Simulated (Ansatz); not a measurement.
# MnO (Fm-3m) in Ansatz: relaxation of cell and atoms with revPBE+D3(BJ)

Aim: the relaxation of cell and atoms of MnO with revPBE+D3(BJ).

Everything below comes from runs of Ansatz 0.2.0. Logs are shortened: lines on timing, memory, paths and dates and some standing lists are left out, and cuts for length are marked.

### 1 The crystal as given

It takes space group Fm-3m (No. 225, cubic). The conventional cell has a = 4.448 Å, b = 4.448 Å, c = 4.448 Å, α = 90.00°, β = 90.00°, γ = 90.00°. Mn (site symmetry m-3m) has 6 O at 2.22 Å as nearest neighbours. Around O (site symmetry m-3m) lie 6 Mn at 2.22 Å.

The cell is a database's computed one.

### 2 Relaxation of cell and atoms, revPBE+D3(BJ), collinear spin, ferromagnetic start

File input.yaml:

```yaml
crystal:
  lattice:
    - [0.0, 2.2239077028, 2.2239077028]
    - [2.2239077028, 0.0, 2.2239077028]
    - [2.2239077028, 2.2239077028, 0.0]
  atoms:
    - { symbol: Mn, position: [0.0, 0.0, 0.0], spin: 4.0 }
    - { symbol: O, position: [0.5, 0.5, 0.5] }
hamiltonian:
  xc: revpbe
  pseudopotentials: { kind: paw }
  dispersion: d3bj
magnetization:
  spin_polarized: true
kpoints:
  mp_grid: { grid: [10, 10, 10] }
scf:
  occupations: { method: fermi_dirac, width: 0.05 }
output:
  forces: true
  stress: true
relax:
  f_tol: 0.01
  max_steps: 40
  cell: { stress_tol: 0.05 }
```

Potentials or basis: Ansatz PAW.

The run is started by

```console
$ ansatz run input.yaml --threads 2 --pin off --max-ram 5120MiB --backend cpu --events-out ev --progress --plain --runs-dir out
```

Log:

```text
Warning: RAYON_NUM_THREADS=2 ignored (pool sized by the plan → 2); use --threads N
Engine: ansatz 0.2.0, x86_64-unknown-linux-gnu
Pseudopotentials: kind: paw
Pseudopotential: Mn, paw, valence charge 15, recommended cutoff 420 eV (normal), Mn.paw.azcp
Pseudopotential: O, paw, valence charge 6, recommended cutoff 420 eV (normal), O.paw.azcp
Functional definition: revPBE
  parameter kappa = 1.245
  parameter beta = 0.06672455060314922
  exchange = pbe_x(kappa = kappa, mu = beta*pi^2/3)
  correlation = pbe_c(beta = beta)
Crystal: 2 atoms, lattice volume = 21.998 Å³
Basis set: ecut = 420 eV, 411 PW (Γ), exchange–correlation on 48×48×48 points (8 copies of the dense FFT grid, shifted against one another)
Bands: 17, of which v1, the nominal top of the filled ones, is band 11 counted from 1 (10 counted from 0)
Symmetry: 48 space group operations
Space group: Fm-3m (ITA 225), of the structure as read, at distance tolerance 2.8e-5 Å
Magnetic group: BNS 225.116 (UNI 1618), of the structure as read, at distance tolerance 2.8e-5 Å
k-points: 47 of 1000
Non-local potential: Mn, projectors of the file, l = 0: 3, l = 1: 2, l = 2: 3, l = 3: 1
Non-local potential: O, projectors of the file, l = 0: 2, l = 1: 2, l = 2: 1
PAW form: soft (Blöchl's): semilocal exchange-correlation on the pseudo side does not see the compensation charge
PAW frozen core: Mn, regenerated for the run's functional, and the local potential with it (the file was generated under x = pbe(κ = 0.804, μ = 0.2195149727645171), c = pbe(β = 0.06672455060314922))
PAW frozen core: O, regenerated for the run's functional, and the local potential with it (the file was generated under x = pbe(κ = 0.804, μ = 0.2195149727645171), c = pbe(β = 0.06672455060314922))
PAW one-centre angular grid: Mn, 590 points (default); XC on 64 Gauss nodes
PAW one-centre angular grid: O, 110 points (default); XC on 64 Gauss nodes
Initial density: superposition of atomic densities (chi_scale 0.1, normalization cell, long waves kept (reshape's long-wave potential 0.00 eV rms))
Starting moments: Σ|m| = 4 μB on 1 of 2 sites
Initial wavefunctions: pseudopotential atomic-orbital guess
Functional: x = revpbe(κ = 1.245, μ = 0.2195149727645171), c = pbe(β = 0.06672455060314922)
SCF iter   1: F=—  HF=-4472.242198 eV  |F-HF|=—  |Δ(HF+E_count)|=         —  Δρ=1.34e-1 (↑1.34e-1 ↓6.88e-2)  dr2=6.52e0  dr2_m=5.32e-1  M=4.335 μB ∫|m|=4.335 μB  β_m=0.30  ethr=3.10e-3  ⟨swp⟩=3.6  Hψ=6493  notcnv=0
Mixer restart at iter 1: flushing history
preconditioner: auto → none  [metal: Δε(μ)=0.030 eV  Ē_g=12.448 eV  σ=0.050 eV  W_gap=0.15  n_scr=8 (ndim 8)  ℏωp=28.5 eV  f_vac=0.000  D(μ)=1.32/eV (n_scr^D=14)  sad-step TF]
SCF iter   2: F=—  HF=-4471.874103 eV  |F-HF|=—  |Δ(HF+E_count)|=   3.68e-1  Δρ=7.17e-2 (↑7.17e-2 ↓2.69e-2)  dr2=1.23e0  dr2_m=2.94e-1  M=4.486 μB ∫|m|=4.486 μB  β_m=0.42  ethr=3.10e-3  ⟨swp⟩=2.9  Hψ=3786  notcnv=0  defer=48
SCF iter   3: F=—  HF=-4471.927113 eV  |F-HF|=—  |Δ(HF+E_count)|=   5.30e-2  Δρ=2.22e-2 (↑2.22e-2 ↓1.75e-2)  dr2=1.06e-1  dr2_m=5.52e-2  M=4.588 μB ∫|m|=4.588 μB  β_m=0.54  ethr=3.10e-3  ⟨swp⟩=2.7  Hψ=3198  notcnv=0  defer=80
SCF iter   4: F=—  HF=-4471.960160 eV  |F-HF|=—  |Δ(HF+E_count)|=         —  Δρ=1.65e-2 (↑1.65e-2 ↓1.31e-2)  dr2=1.06e-2  dr2_m=4.03e-2  M=4.794 μB ∫|m|=4.794 μB  β_m=0.54  ethr=5.05e-4  ⟨swp⟩=2.4  Hψ=3020  notcnv=0  defer=88
Mixer restart at iter 4: flushing history
SCF iter   5: F=—  HF=-4471.980755 eV  |F-HF|=—  |Δ(HF+E_count)|=   2.06e-2  Δρ=7.77e-3 (↑5.81e-3 ↓7.77e-3)  dr2=2.04e-3  dr2_m=8.45e-3  M=4.799 μB ∫|m|=4.799 μB  β_m=0.74  ethr=5.05e-5  ⟨swp⟩=2.0  Hψ=2768  notcnv=0  defer=88
SCF iter   6: F=—  HF=-4471.992913 eV  |F-HF|=—  |Δ(HF+E_count)|=   1.22e-2  Δρ=5.26e-3 (↑5.26e-3 ↓8.09e-4)  dr2=3.57e-3  dr2_m=1.50e-3  M=4.815 μB ∫|m|=4.815 μB  β_m=0.62  ethr=9.73e-6  ⟨swp⟩=2.0  Hψ=3057  notcnv=0  defer=88
SCF iter   7: F=—  HF=-4471.991176 eV  |F-HF|=—  |Δ(HF+E_count)|=   1.74e-3  Δρ=6.58e-4 (↑2.26e-4 ↓6.58e-4)  dr2=1.85e-4  dr2_m=1.71e-5  M=4.812 μB ∫|m|=4.812 μB  β_m=0.64  ethr=9.73e-6  ⟨swp⟩=2.0  Hψ=3154  notcnv=0  defer=88
SCF iter   8: F=—  HF=-4471.991206 eV  |F-HF|=—  |Δ(HF+E_count)|=   3.04e-5  Δρ=4.19e-4 (↑4.19e-4 ↓1.86e-4)  dr2=3.64e-5  dr2_m=4.79e-6  M=4.813 μB ∫|m|=4.813 μB  β_m=0.60  ethr=8.81e-7  ⟨swp⟩=2.1  Hψ=2425  notcnv=0  defer=88
SCF iter   9: F=—  HF=-4471.991210 eV  |F-HF|=—  |Δ(HF+E_count)|=   4.13e-6  Δρ=1.39e-4 (↑1.39e-4 ↓4.38e-5)  dr2=2.90e-6  dr2_m=8.55e-7  M=4.813 μB ∫|m|=4.813 μB  β_m=0.80  ethr=1.73e-7  ⟨swp⟩=2.2  Hψ=2180  notcnv=0  defer=88
SCF iter  10: F=—  HF=-4471.991210 eV  |F-HF|=—  |Δ(HF+E_count)|=   2.30e-7  Δρ=2.00e-5 (↑2.00e-5 ↓7.12e-6)  dr2=5.07e-8  dr2_m=2.50e-8  M=4.813 μB ∫|m|=4.813 μB  β_m=0.90  ethr=1.38e-8  ⟨swp⟩=2.1  Hψ=2031  notcnv=0  defer=88
SCF iter  11: F=-4471.991210 eV  HF=-4471.991210 eV  |F-HF|=1.11e-9  |Δ(HF+E_count)|=   9.96e-9  Δρ=2.77e-6 (↑1.53e-6 ↓2.77e-6)  dr2=1.88e-9  dr2_m=5.78e-10  M=4.813 μB ∫|m|=4.813 μB  ethr=2.41e-10  ⟨swp⟩=2.4  Hψ=4732  notcnv=0
[... 299 lines left out ...]
Crystal: 2 atoms, lattice volume = 22.096 Å³
iter 1 solved again at ethr=7.73e-11 eV; its pass at ethr=3.10e-3 eV (dr2=1.62e-8 eV) is discarded
SCF iter   1: F=—  HF=-4472.064353 eV  |F-HF|=—  |Δ(HF+E_count)|=         —  Δρ=4.93e-6 (↑4.93e-6 ↓4.64e-6)  dr2=1.60e-8  dr2_m=1.31e-10  M=4.819 μB ∫|m|=4.819 μB  β_m=0.65  ethr=7.73e-11  ⟨swp⟩=1.2  Hψ=7135  notcnv=0
SCF iter   2: F=-4472.064353 eV  HF=-4472.064353 eV  |F-HF|=1.44e-8  |Δ(HF+E_count)|=   4.90e-9  Δρ=6.11e-6 (↑6.11e-6 ↓3.44e-6)  dr2=1.46e-8  dr2_m=6.42e-10  M=4.819 μB ∫|m|=4.819 μB  ethr=7.62e-11  ⟨swp⟩=2.3  Hψ=5110  notcnv=0
WARN: dispersion: an atom stands within reach of a switch of its C6 between two reference coordination numbers of its element: through that C6 alone, e_disp changes by 0.025 eV or more while the distances to its neighbours run over a stretch of 0.05 Å that contains this geometry (sites counted from 0 in the run's list of atoms or, in a supercell that it derives, in that cell's: here a list of 2) — site 0 (Mn): coordination number 5.660 (about 4.71 to 6.61 with every neighbour 0.05 Å farther or nearer), switch near 5.763 between the references 1.641 (weight 1.00) and 9.885 (weight 0.00), e_disp changing by some 0.48 eV. This is how the published method behaves, and the energy and the forces stay consistent. Where you compare this geometry's total energy with another's, compare their components.e_disp too, and, where the geometries are yours to choose, keep both on one side of the switch, which a site's coordination number tells: a relaxation that ends in reach of it can search the other side under relax.adjacent_minimum: search, except where no move that the cell, the constraints and the symmetry allow carries the atom there
SCF 23 converged in 2 iterations: F = -4472.064353 eV  dr2 = 1.46e-8
relax step  23: F+E_penalty+E_count = -4472.06435282 eV  Δ(F+E_penalty+E_count) = +1.640e-6 eV  max|allowed force component| = 6.048e-30 eV/Å  Δτ_max = 0.0000 Å  P = -0.003 GPa  Ω = 22.096 Å³  energy of the carried Pulay correction = -3.530e-4 eV  (2 SCF iters, dr2 threshold 4.71e-8 eV, accepted)
Initial wavefunctions: pseudopotential atomic-orbital guess (no wavefunctions were taken with the density)
iter 1 solved again at ethr=2.29e-9 eV; its pass at ethr=3.10e-3 eV (dr2=4.80e-7 eV) is discarded
SCF iter   1: F=—  HF=-4472.064770 eV  |F-HF|=—  |Δ(HF+E_count)|=         —  Δρ=3.01e-5 (↑3.01e-5 ↓2.50e-5)  dr2=1.93e-7  dr2_m=3.00e-8  M=4.819 μB ∫|m|=4.819 μB  β_m=0.65  ethr=2.29e-9  ⟨swp⟩=3.0  Hψ=11397  notcnv=0
SCF iter   2: F=—  HF=-4472.064770 eV  |F-HF|=—  |Δ(HF+E_count)|=   6.01e-8  Δρ=1.91e-5 (↑1.91e-5 ↓1.70e-5)  dr2=2.13e-7  dr2_m=1.02e-9  M=4.819 μB ∫|m|=4.819 μB  β_m=0.37  ethr=9.18e-10  ⟨swp⟩=2.0  Hψ=2209  notcnv=0
SCF iter   3: F=—  HF=-4472.064770 eV  |F-HF|=—  |Δ(HF+E_count)|=   7.16e-8  Δρ=8.26e-6 (↑8.26e-6 ↓7.43e-6)  dr2=1.54e-8  dr2_m=1.14e-9  M=4.819 μB ∫|m|=4.819 μB  β_m=0.63  ethr=9.18e-10  ⟨swp⟩=2.0  Hψ=2131  notcnv=0
SCF iter   4: F=—  HF=-4472.064770 eV  |F-HF|=—  |Δ(HF+E_count)|=   1.22e-7  Δρ=2.68e-6 (↑2.68e-6 ↓2.20e-6)  dr2=4.40e-9  dr2_m=4.66e-11  M=4.819 μB ∫|m|=4.819 μB  β_m=0.61  ethr=7.34e-11  ⟨swp⟩=2.0  Hψ=2218  notcnv=0
SCF iter   5: F=—  HF=-4472.064770 eV  |F-HF|=—  |Δ(HF+E_count)|=   8.17e-9  Δρ=1.67e-6 (↑1.67e-6 ↓7.29e-7)  dr2=5.71e-10  dr2_m=1.80e-10  M=4.819 μB ∫|m|=4.819 μB  β_m=0.73  ethr=2.10e-11  ⟨swp⟩=2.0  Hψ=2188  notcnv=0
SCF iter   6: F=—  HF=-4472.064770 eV  |F-HF|=—  |Δ(HF+E_count)|=   1.38e-9  Δρ=2.26e-7 (↑7.78e-8 ↓2.26e-7)  dr2=2.02e-11  dr2_m=1.29e-12  M=4.819 μB ∫|m|=4.819 μB  β_m=0.87  ethr=2.72e-12  ⟨swp⟩=2.0  Hψ=2212  notcnv=0
SCF iter   7: F=—  HF=-4472.064770 eV  |F-HF|=—  |Δ(HF+E_count)|=  1.64e-11  Δρ=6.25e-8 (↑3.58e-8 ↓6.25e-8)  dr2=4.38e-13  dr2_m=4.41e-13  M=4.819 μB ∫|m|=4.819 μB  β_m=0.93  ethr=1.00e-12  ⟨swp⟩=1.0  Hψ=1599  notcnv=0
SCF iter   8: F=-4472.064770 eV  HF=-4472.064770 eV  |F-HF|=9.09e-13  |Δ(HF+E_count)|=  3.64e-12  Δρ=1.01e-8 (↑4.60e-9 ↓1.01e-8)  dr2=4.44e-14  dr2_m=2.02e-15  M=4.819 μB ∫|m|=4.819 μB  ethr=1.00e-12  ⟨swp⟩=3.0  Hψ=5401  notcnv=0
WARN: dispersion: an atom stands within reach of a switch of its C6 between two reference coordination numbers of its element: through that C6 alone, e_disp changes by 0.025 eV or more while the distances to its neighbours run over a stretch of 0.05 Å that contains this geometry (sites counted from 0 in the run's list of atoms or, in a supercell that it derives, in that cell's: here a list of 2) — site 0 (Mn): coordination number 5.660 (about 4.71 to 6.61 with every neighbour 0.05 Å farther or nearer), switch near 5.763 between the references 1.641 (weight 1.00) and 9.885 (weight 0.00), e_disp changing by some 0.48 eV. This is how the published method behaves, and the energy and the forces stay consistent. Where you compare this geometry's total energy with another's, compare their components.e_disp too, and, where the geometries are yours to choose, keep both on one side of the switch, which a site's coordination number tells: a relaxation that ends in reach of it can search the other side under relax.adjacent_minimum: search, except where no move that the cell, the constraints and the symmetry allow carries the atom there
SCF 24 converged in 8 iterations: F = -4472.064770 eV  dr2 = 4.44e-14
relax step  24: F+E_penalty+E_count = -4472.06476989 eV  Δ(F+E_penalty+E_count) = -4.171e-4 eV  max|allowed force component| = 7.461e-30 eV/Å  Δτ_max = 0.0000 Å  P = +0.022 GPa  Ω = 22.096 Å³  stress off target by 2.25e-2 GPa  SCF on the basis re-selected at this cell (its energy is not comparable with the rows above)  (8 SCF iters)
basis re-selected at this cell: Δ(F+E_penalty+E_count) = -4.171e-4 eV, ΔP = +0.026 GPa vs the last step (what re-selecting the basis moved, of the pressure what is left beyond the Pulay correction that the steps carried, after the strain that the cell walked since its last selection, with what the two solves' SCF thresholds leave and, on support functions, any second-order correction that the steps lacked; it is no measure of the basis error at this ecutwfc). This SCF's stress stands 2.25e-2 GPa from its target on what of the cell is left free (relax.cell.stress_tol is 5.00e-2 GPa) and its largest allowed force component is 7.46e-30 eV/Å (relax.f_tol is 1.00e-2 eV/Å): within both
SCF converged after 8 iterations
Magnetization: 4.8193 μB (12.9097 up, 8.0903 down)
Absolute magnetization: 4.8193 μB (∫|ρ↑−ρ↓|, with the PAW one-centre terms)
Spin contamination: 0.0104 ħ² per cell (⟨S²⟩ above its minimum at these occupations)
Per-site moments (μB) at R_I (Å): [(4.092693487968501, 0.9187215518039848), (0.2292793958530035, 0.9187215518039848)]
Free energy (F): -4472.064770 eV
Harris-Foulkes:  -4472.064770 eV  (|F-HF|=9.09e-13)
Internal energy: -4472.058230 eV  (E = F + TS)
E sigma→0 (E₀):  -4472.061500 eV
Entropy (-TS):   -0.006540 eV (-3.270 meV/atom)
Fermi energy:    13.405193 eV
--- Per-component energies (eV) ---
  E_band       = -247.617345
  E_kinetic    = 474.202954
  E_local      = -2238.310080  (includes V_loc(G=0)·N_el)
  E_nonlocal   = 301.871464
  E_hartree    = 898.323389
  E_xc         = -184.922810
  E_vxc        = -235.783981  (∫ρ·V_xc dr)
  E_paw        = -1470.755057  (= ΣΔE_a)
  E_vpaw       = -346.246858  (= ΣTr[D̂ρ^β])
  E_aug_tail   = 0.002385  (compensation charges beyond the density's cutoff)
  E_ewald      = -2251.235363
  E_disp       = -1.184108  (pairwise vdW)
  E_core_change = -0.051005  (= ΣΔE_core)
  E_smearing   = -0.006540  (= −TS)
  E_closure    = 0.000000  (closes the sum)
  Σ components = -4472.064770   (vs F -4472.064770, Δ=0.00e0)
--- Forces (eV/Å), atoms counted from 1 ---
  atom   1  Mn    -0.00000000     0.00000000    -0.00000000
  atom   2  O      0.00000000    -0.00000000    -0.00000000
  max |Σ_I F_I| component: 1.45e-29 eV/Å
--- Stress (GPa, compression-positive) ---
        0.022474      -0.000000      -0.000000
       -0.000000       0.022474      -0.000000
       -0.000000      -0.000000       0.022474
  P = ⅓ Tr σ = 0.0225 GPa (0.225 kbar)
--- Relaxed structure (23 steps of the walk, 12 accepted, 1 SCFs on fresh bases) ---
  F+E_penalty+E_count = -4472.06476989 eV   max|allowed force component| = 7.461e-30 eV/Å   (the final SCF, on the basis selected at the relaxed cell)
  cell:  # Å, volume = 22.0958 Å³
    - [-1.2978271532212093e-33, 2.2272037619490543, 2.2272037619490543]
    - [2.2272037619490543, -1.7054567766366647e-33, 2.2272037619490543]
    - [2.2272037619490543, 2.2272037619490543, 1.8343339318424123e-33]
  atoms:
    - { symbol: Mn, position: [2.745121797769774e-46, -3.2742325928591024e-46, -1.1382556271293103e-46] }
    - { symbol: O, position: [0.5, 0.5, 0.5] }
```

Wall time 25 s (2 threads of AMD EPYC 7B13 (Zen 3), shared host); peak memory 0.39 GiB.

What came out:

```
Free energy                            : -4472.0648 eV
Relaxed volume                         : 11.05 Å³/atom
Relaxed cell                           : a = 3.150 Å, b = 3.150 Å, c = 3.150 Å, α = 60.00°, β = 60.00°, γ = 60.00°
Space group after relaxing (to 0.05 Å) : Fm-3m (No. 225)
Energy gained by relaxing              : 36.8 meV/atom
Ionic steps                            : 13
Pressure after relaxing                : 0.0 GPa
Net moment                             : 4.82 μB per cell
Absolute moment                        : 4.82 μB per cell
Site moments                           : Mn +4.09; O +0.23 μB
```

Step by step:
| step | energy change (eV) | largest force (eV/Å) | volume (Å³) |
| --- | --- | --- | --- |
| 1 | 0.0000 | 0.0000 | 22.00 |
| 2 | -0.0416 | 0.0000 | 22.79 |
| 3 | -0.0436 | 0.0000 | 22.76 |
| 4 | -0.0665 | 0.0000 | 22.28 |
| 5 | -0.0666 | 0.0000 | 22.28 |
| 6 | -0.0667 | 0.0000 | 22.28 |
| 7 | -0.0668 | 0.0000 | 22.27 |
| 8 | -0.0726 | 0.0000 | 22.12 |
| 9 | -0.0731 | 0.0000 | 22.09 |
| 10 | -0.0731 | 0.0000 | 22.10 |
| 11 | -0.0731 | 0.0000 | 22.10 |
| 12 | -0.0731 | 0.0000 | 22.10 |
| 13 | -0.0736 | 0.0000 | 22.10 |

Final structure:
```
CELL_PARAMETERS angstrom
0.00000 2.22720 2.22720
2.22720 0.00000 2.22720
2.22720 2.22720 0.00000
ATOMIC_POSITIONS crystal
Mn 0.00000 0.00000 0.00000
O 0.50000 0.50000 0.50000
```

Caveat: the plane-wave basis is chosen anew once the cell has moved, so the energies of steps on either side of that aren't comparable; the pressure holds a Pulay correction of +0.6 GPa for the finite cutoff; a cell with one magnetic atom can't hold antiferromagnetic order, which such compounds often take; the PAW data sets come from PBE, with cores solved anew for the run's functional, which leaves a small shift of forces and pressure.
